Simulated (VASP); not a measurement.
# SiC (F-43m) in VASP: a series of runs

One crystal, SiC, is run at these levels: PBE; tasks: relaxation of cell and atoms.

Program: VASP 6.6.1. These are calculated values, not measurements. Logs are shortened: lines on timing, memory, paths and dates and some standing lists are left out, and cuts for length are marked.

## (1) The crystal as given

It takes space group F-43m (No. 216, cubic). Conventional cell: a = 4.358 Å, b = 4.358 Å, c = 4.358 Å, α = 90.00°, β = 90.00°, γ = 90.00°. Around Si (site symmetry -43m) lie 4 C at 1.89 Å. C (site symmetry -43m) has 4 Si at 1.89 Å as nearest neighbours.

## (2) Relaxation of cell and atoms, PBE

File INCAR:

```
  PREC = Accurate
  ENCUT = 520
  EDIFF = 1E-7
  ISMEAR = 0
  SIGMA = 0.02
  LREAL = F
  LASPH = T
  NELM = 60
  ALGO = Normal
  ISIF = 3
  LWAVE = F
  LCHARG = F
  GGA = PE
  IBRION = 2
  NSW = 80
  EDIFFG = -0.002
```

File KPOINTS:

```
Automatic mesh
0
Gamma
  8 8 8
```

File POSCAR:

```
SiC
1.0
    0.0000000000      2.1790000000      2.1790000000
    2.1790000000      0.0000000000      2.1790000000
    2.1790000000      2.1790000000      0.0000000000
Si C
1 1
Direct
    0.0000000000      0.0000000000      0.0000000000
    0.2500000000      0.2500000000      0.2500000000
```

Potentials or basis: VASP PAW PBE potentials, release 64 (Si, C).

The run is started by

```
> cat potpaw_PBE.64/Si/POTCAR potpaw_PBE.64/C/POTCAR > POTCAR
> mpirun -np 1 vasp_std > vasp.out
```

OUTCAR:

```text
PREC = Accurate
   ENCUT = 520
   EDIFF = 1E-7
   ISMEAR = 0
   LREAL = F
   LASPH = T
   NELM = 60
   ISIF = 3
   GGA = PE
   IBRION = 2
   NSW = 80
   EDIFFG = -0.002

 ion  position               nearest neighbor table
   1  0.000  0.000  0.000-   2 1.89   2 1.89   2 1.89   2 1.89
   2  0.250  0.250  0.250-   1 1.89   1 1.89   1 1.89   1 1.89

  LATTYP: Found a face centered cubic cell.
 ALAT       =     4.3580000000

  Lattice vectors:

 A1 = (   0.0000000000,   2.1790000000,   2.1790000000)
 A2 = (   2.1790000000,   0.0000000000,   2.1790000000)
 A3 = (   2.1790000000,   2.1790000000,   0.0000000000)

Analysis of symmetry for initial positions (statically):
=====================================================================
 Subroutine PRICEL returns:
 Original cell was already a primitive cell.

 Routine SETGRP: Setting up the symmetry group for a
 face centered cubic supercell.

 Subroutine GETGRP returns: Found 24 space group operations
 (whereof 24 operations were pure point group operations)
 out of a pool of 48 trial point group operations.

The static configuration has the point symmetry T_d .

Analysis of symmetry for dynamics (positions and initial velocities):
=====================================================================
 Subroutine PRICEL returns:
 Original cell was already a primitive cell.

 Routine SETGRP: Setting up the symmetry group for a
 face centered cubic supercell.

 Subroutine GETGRP returns: Found 24 space group operations
 (whereof 24 operations were pure point group operations)
 out of a pool of 48 trial point group operations.

The dynamic configuration has the point symmetry T_d .

 Subroutine INISYM returns: Found 24 space group operations
 (whereof 24 operations are pure point group operations),
 and found     1 'primitive' translations

----------------------------------------------------------------------------------------

                                     Primitive cell

  volume of cell :      20.6920

  direct lattice vectors                    reciprocal lattice vectors
     0.000000000  2.179000000  2.179000000    -0.229463056  0.229463056  0.229463056
     2.179000000  0.000000000  2.179000000     0.229463056 -0.229463056  0.229463056
     2.179000000  2.179000000  0.000000000     0.229463056  0.229463056 -0.229463056

  length of vectors
     3.081571352  3.081571352  3.081571352     0.397441672  0.397441672  0.397441672

  position of ions in fractional coordinates (direct lattice)
     0.000000000  0.000000000  0.000000000
     0.250000000  0.250000000  0.250000000

  ion indices of the primitive-cell ions
   primitive index   ion index
                 1           1
                 2           2

----------------------------------------------------------------------------------------

 KPOINTS: Automatic mesh

Automatic generation of k-mesh.
 Grid dimensions read from file:
 generate k-points for:    8    8    8

 Generating k-lattice:

  Cartesian coordinates                     Fractional coordinates (reciprocal lattice)
    -0.028682882  0.028682882  0.028682882     0.125000000  0.000000000  0.000000000
     0.028682882 -0.028682882  0.028682882     0.000000000  0.125000000  0.000000000
     0.028682882  0.028682882 -0.028682882     0.000000000  0.000000000  0.125000000

  Length of vectors
     0.049680209  0.049680209  0.049680209

  Shift w.r.t. Gamma in fractional coordinates (k-lattice)
     0.000000000  0.000000000  0.000000000

 Subroutine IBZKPT returns following result:
 ===========================================

 Found     29 irreducible k-points:

 Following reciprocal coordinates:
            Coordinates               Weight
  0.000000  0.000000  0.000000      1.000000
  0.125000  0.000000  0.000000      8.000000
  0.250000  0.000000  0.000000      8.000000
  0.375000  0.000000  0.000000      8.000000
  0.500000  0.000000  0.000000      4.000000
  0.125000  0.125000  0.000000      6.000000
[... 16 lines left out ...]
  0.500000  0.250000  0.125000     48.000000
 -0.375000  0.250000  0.125000     24.000000
 [... further k-points ...]
   k-points           NKPTS =     29   k-points in BZ     NKDIM =     29   number of bands    NBANDS=      8
   number of dos      NEDOS =    301   number of ions     NIONS =      2
   total plane-waves  NPLWV =  13824
   dimension x,y,z NGX =    24 NGY =   24 NGZ =   24
   dimension x,y,z NGXF=    48 NGYF=   48 NGZF=   48
   ions per type =               1   1
   NGX,Y,Z   is equivalent  to a cutoff of  12.95, 12.95, 12.95 a.u.
   NGXF,Y,Z  is equivalent  to a cutoff of  25.90, 25.90, 25.90 a.u.
 SYSTEM =  unknown system
   PREC   = accura    normal or accurate (medium, high low for compatibility)
   ISTART =      0    job   : 0-new  1-cont  2-samecut
   ICHARG =      2    charge: 1-file 2-atom 10-const
   ISPIN  =      1    spin polarized calculation?
   LNONCOLLINEAR =      F non collinear calculations
   LSORBIT =      F    spin-orbit coupling
   LASPH  =      T    aspherical Exc in radial PAW
   ENCUT  =  520.0 eV  38.22 Ry    6.18 a.u.   5.73  5.73  5.73*2*pi/ulx,y,z
   NELM   =     60;   NELMIN=  2; NELMDL= -5     # of ELM steps
   EDIFF  = 0.1E-06   stopping-criterion for ELM
   LREAL  =      F    real-space projection
   EDIFFG = -.2E-02   stopping-criterion for IOM
   NSW    =     80    number of steps for IOM
   IBRION =      2    ionic relax: 0-MD 1-quasi-New 2-CG
   NFREE  =      1    steps in history (QN), initial steepest desc. (CG)
   ISIF   =      3    stress and relaxation
   ISYM   =      2    0-nonsym 1-usesym 2-fastsym
   POTIM  = 0.5000    time-step for ionic-motion
   TEBEG  =    0.0;   TEEND  =   0.0 temperature during run
   PSTRESS=    0.0 pullay stress
   NELECT =       8.0000    total number of electrons
   NUPDOWN=      -1.0000    fix difference up-down
   EMIN   =  10.00;   EMAX   =-10.00  energy-range for DOS
   EFERMI =   0.00;   METHOD = LEGACY
   ISMEAR =     0;   SIGMA  =   0.02  broadening in eV -4-tet -1-fermi 0-gaus
   EFERMI_NEDOS =   21; number of points for ismear=-14 and -15
   IALGO  =     38    algorithm
   IMIX   =      4    mixing-type and parameters
     AMIX     =   0.40;   BMIX     =  1.00
     AMIX_MAG =   1.60;   BMIX_MAG =  1.00
  volume/ion in A,a.u.               =      10.35        69.82
  Fermi-wavevector in a.u.,A,eV,Ry     =   1.192626  2.253736 19.352338  1.422357
  Thomas-Fermi vector in A             =   2.328660
   LORBIT       =      0    0 simple, 1 ext, 2 COOP (PROOUT), +10 PAW based schemes
   GGA     = PE    functional components
   LHFCALC =     F    Hartree Fock is set to
   AEXX    =    0.0000 exact exchange contribution
   IVDW    =     0    specifies the selected vdW correction
   LEPSILON=     F    determine dielectric tensor
   LRPA    =     F    only Hartree local field effects (RPA)
 conjugate gradient relaxation of ions
 non-spin polarized calculation
 Gauss-broadening in eV      SIGMA  =   0.02
  energy-cutoff  :      520.00
  volume of cell :       20.69
 maximum number of plane-waves:       568
   NGX = 11   NGY = 11   NGZ = 11

--------------------------------------- Ionic step        1  -------------------------------------------

 number of electron       8.0000001 magnetization

 Free energy of the ion-electron system (eV)
  ---------------------------------------------------
  ext. energy  EPLUGINS =         0.00000000
  ---------------------------------------------------
  free energy    TOTEN  =       -15.05666466 eV

  energy without entropy =      -15.05666466  energy(sigma->0) =      -15.05666466

------------------------ aborting loop because EDIFF is reached ----------------------------------------

  FORCE on cell =-STRESS in cart. coord.  units (eV):
  Direction    XX          YY          ZZ          XY          YZ          ZX
  --------------------------------------------------------------------------------------
  -------------------------------------------------------------------------------------
  Total        0.4154330      0.4154330      0.4154330      0.0000000      0.0000000      0.0000000
  in kB       32.1669479     32.1669479     32.1669479      0.0000000      0.0000000      0.0000000
  external PRESSURE =      32.1669479 kB  Pullay stress =       0.0000000 kB
[... 57 lines left out ...]
  energy  without entropy=      -15.0565141746  energy(sigma->0) =      -15.05651417

--------------------------------------- Ionic step        3  -------------------------------------------

 number of electron       8.0000001 magnetization

 Free energy of the ion-electron system (eV)
  ---------------------------------------------------
  ext. energy  EPLUGINS =         0.00000000
  ---------------------------------------------------
  free energy    TOTEN  =       -15.05969790 eV

  energy without entropy =      -15.05969790  energy(sigma->0) =      -15.05969790

 E-fermi :   8.0994     XC(G=0): -11.2917

 val. band max:        7.9435536935   @ k =   0.0000   0.0000   0.0000
 cond. band min:       9.3132459541   @ k =   0.5000   0.5000   0.0000
 fundamental gap:      1.3696922606
 Fermi energy:         8.0993641879

 k-point     1 :       0.0000    0.0000    0.0000
  band No.  band energies     occupation
      1      -7.3450      2.00000
      2       7.9436      2.00000
      3       7.9436      2.00000
      4       7.9436      2.00000
      5      14.0049      0.00000
      6      15.1484      0.00000
      7      15.1484      0.00000
      8      15.1484      0.00000
[... 243 lines left out ...]
 k-point    24 :      -0.3750    0.2500    0.1250
  band No.  band energies     occupation
      1      -3.1920      2.00000
      2       0.1826      2.00000
      3       4.2594      2.00000
      4       5.7065      2.00000
      5      13.1599      0.00000
      6      15.1159      0.00000
      7      17.9690      0.00000
      8      18.8198      0.00000

 [... further k-points ...]

------------------------ aborting loop because EDIFF is reached ----------------------------------------

  FORCE on cell =-STRESS in cart. coord.  units (eV):
  Direction    XX          YY          ZZ          XY          YZ          ZX
  --------------------------------------------------------------------------------------
  -------------------------------------------------------------------------------------
  Total        0.0002752      0.0002752      0.0002752     -0.0000000     -0.0000000      0.0000000
  in kB        0.0209993      0.0209993      0.0209993     -0.0000000     -0.0000000      0.0000000
  external PRESSURE =       0.0209993 kB  Pullay stress =       0.0000000 kB
[... 17 lines left out ...]
  FREE ENERGIE OF THE ION-ELECTRON SYSTEM (eV)
  ---------------------------------------------------
  free  energy   TOTEN  =       -15.0596978964 eV

  energy  without entropy=      -15.0596978964  energy(sigma->0) =      -15.05969790

 reached required accuracy - stopping structural energy minimisation
```

Run time: 10 s. Hardware: 1 thread of Intel Xeon Platinum 8488C (Sapphire Rapids), shared host; peak memory 0.13 GiB.

What came out:

```
Free energy                            : -15.0597 eV
Relaxed volume                         : 10.50 Å³/atom
Relaxed cell                           : a = 3.097 Å, b = 3.097 Å, c = 3.097 Å, α = 60.00°, β = 60.00°, γ = 60.00°
Space group after relaxing (to 0.05 Å) : F-43m (No. 216)
Energy gained by relaxing              : 1.5 meV/atom
Ionic steps                            : 3
Pressure after relaxing                : 0.0 GPa
Band gap on the k mesh                 : 1.37 eV, indirect (least direct gap 4.53 eV)
```

The path:
```tsv
step	energy change (eV)	largest force (eV/Å)	pressure (GPa)	volume (Å³)
1	0.0000	0.0000	3.22	20.69
2	0.0002	0.0000	-3.13	21.32
3	-0.0030	0.0000	0.00	21.00
```

Final structure:
```cif
data_structure
_symmetry_space_group_name_H-M 'P 1'
_symmetry_Int_Tables_number 1
_cell_length_a 3.0967
_cell_length_b 3.0967
_cell_length_c 3.0967
_cell_angle_alpha 60.000
_cell_angle_beta 60.000
_cell_angle_gamma 60.000
_cell_volume 21.00
loop_
_atom_site_label
_atom_site_type_symbol
_atom_site_fract_x
_atom_site_fract_y
_atom_site_fract_z
_atom_site_occupancy
Si1 Si 0.00000 0.00000 0.00000 1
C1 C 0.25000 0.25000 0.25000 1
```

Levels at points of the mesh, in eV from the valence-band top:
```
           k point  band 2  band 3  band 4  band 5  band 6  band 7
(0.00, 0.00, 0.00)    0.00    0.00    0.00    6.06    7.20    7.20
(0.50, 0.00, 0.00)   -8.45   -1.05   -1.05    5.30    7.17    7.17
(0.50, 0.50, 0.00)   -7.75   -3.16   -3.16    1.37    4.27   13.86
```

A k mesh can miss the band edges. Expect the measured gap to be larger: semilocal functionals such as PBE lack the derivative discontinuity.

## (3) Relaxation of cell and atoms, PBE

This run uses another cell than the first one, of 10.50 Å³/atom, 1.015 times its volume.

INCAR is that of step 2.

KPOINTS is that of step 2.

File POSCAR:

```
SiC                                     
1.0
    0.0000000000      2.1897234739      2.1897234739
    2.1897234739      0.0000000000      2.1897234739
    2.1897234739      2.1897234739      0.0000000000
  Si              C             
     1     1
Direct
     0.0000000000000000    0.0000000000000000    0.0000000000000000
     0.2500000000000000    0.2500000000000000    0.2500000000000000
```

Potentials or basis: VASP PAW PBE potentials, release 64 (Si, C).

The run is started by

```
> cat potpaw_PBE.64/Si/POTCAR potpaw_PBE.64/C/POTCAR > POTCAR
> mpirun -np 1 vasp_std > vasp.out
```

It took 5.3 s on 1 thread of Intel Xeon Platinum 8488C (Sapphire Rapids), shared host; peak memory 0.13 GiB.

It converged, with:

- Free energy: -15.0598 eV
- Pressure after relaxing: 0.0 GPa
- Band gap on the k mesh: 1.37 eV, indirect (least direct gap 4.53 eV)

Final structure:
```
Si C
1.0
     0.00000    2.18972    2.18972
     2.18972    0.00000    2.18972
     2.18972    2.18972    0.00000
Si C
1 1
Direct
  0.00000 0.00000 0.00000
  0.25000 0.25000 0.25000
```

Levels at points of the mesh, in eV from the valence-band top:
| k point | band 2 | band 3 | band 4 | band 5 | band 6 | band 7 |
| --- | --- | --- | --- | --- | --- | --- |
| (0.00, 0.00, 0.00) | 0.00 | 0.00 | 0.00 | 6.06 | 7.21 | 7.21 |
| (0.50, 0.00, 0.00) | -8.45 | -1.05 | -1.05 | 5.30 | 7.17 | 7.17 |
| (0.50, 0.50, 0.00) | -7.75 | -3.16 | -3.16 | 1.37 | 4.27 | 13.86 |

Caveat: the relaxation stopped at its first step, so nothing moved.
